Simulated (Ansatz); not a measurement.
# Sb: the cost of one run

Method: DFT PBE, scalar-relativistic, plane waves, PAW, in Ansatz 0.2.0.

## Step 1: Starting point

It takes space group P4/mmm (No. 123, tetragonal). Conventional cell: a = 5.039 Å, b = 5.039 Å, c = 3.579 Å, α = 90.00°, β = 90.00°, γ = 90.00°. Sb (site symmetry mmm) has 2 Sb at 2.52 Å as nearest neighbours. Sb (site symmetry 4/mmm) has 4 Sb at 2.52 Å as nearest neighbours.

Coordinates:

```cif
data_structure
_symmetry_space_group_name_H-M 'P4/mmm'
_symmetry_Int_Tables_number 123
_cell_length_a 5.0390
_cell_length_b 5.0390
_cell_length_c 3.5786
_cell_angle_alpha 90.000
_cell_angle_beta 90.000
_cell_angle_gamma 90.000
_cell_volume 90.87
loop_
_atom_site_label
_atom_site_type_symbol
_atom_site_symmetry_multiplicity
_atom_site_Wyckoff_symbol
_atom_site_fract_x
_atom_site_fract_y
_atom_site_fract_z
_atom_site_occupancy
Sb1 Sb 2 e 0.00000 0.50000 0.50000 1
Sb2 Sb 1 d 0.50000 0.50000 0.50000 1
```

Recipe of the guess: random cell by space group and Wyckoff sites (P4/mmm, No. 123). Its size is a rough estimate.

## Step 2: Probe: one point on a coarse mesh

Input file input.yaml:

```yaml
crystal:
  lattice:
    - [5.03897615, 0.0, 0.0]
    - [0.0, 5.03897615, 0.0]
    - [0.0, 0.0, 3.57861662]
  atoms:
    - { symbol: Sb, position: [0.0, 0.5, 0.5] }
    - { symbol: Sb, position: [0.5, 0.0, 0.5] }
    - { symbol: Sb, position: [0.5, 0.5, 0.5] }
basis:
  ecutwfc: 420
kpoints:
  mp_grid: { grid: [4, 4, 6] }
hamiltonian:
  xc: pbe
scf:
  occupations: { method: gaussian, width: 0.1 }
  lower_state_search: "off"
output:
  forces: true
  stress: true
  eigenvalues: true
```

Command:

```sh
> ansatz run input.yaml --threads 1 --pin off --max-ram 2560MiB --backend cpu --events-out ev --progress --plain --runs-dir out
```

**Question.** How long does this run take on 1 thread of Arm Neoverse N1, shared host, and how much memory does it need?

About 5.4 s, with a peak of 0.33 GiB.
